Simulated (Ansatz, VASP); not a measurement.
One calculation of Nb, two programs

```
CELL_PARAMETERS angstrom
0.00000 1.88435 2.66446
1.88435 0.00000 2.66446
1.88435 1.88435 0.00000
ATOMIC_POSITIONS crystal
Nb 0.00000 0.00000 0.00000
```

Alike in both runs: task single point; functional PBE; k mesh 22 × 22 × 22; occupations gaussian, width 0.15 eV; no spin polarisation.

```csv
,VASP,Ansatz
version,VASP 6.6.1,Ansatz 0.2.0
potentials or method,"VASP PAW PBE potentials, release 64 (Nb_sv)","scalar-relativistic, plane waves, PAW"
plane-wave cutoff (eV),520,420
valence electrons in the cell,13,13
```

```csv
,VASP,Ansatz,Ansatz less VASP
gap on the k mesh at the Fermi level (eV),none,none,-
pressure (GPa),-2.1,-1.8,+0.28
largest component of the traceless stress (GPa),12.66,12.61,-0.053
```

A gap of «none» marks a metal or a gap that the smearing closes. With one functional, cell and mesh, what is left measures potentials, basis and numerics.
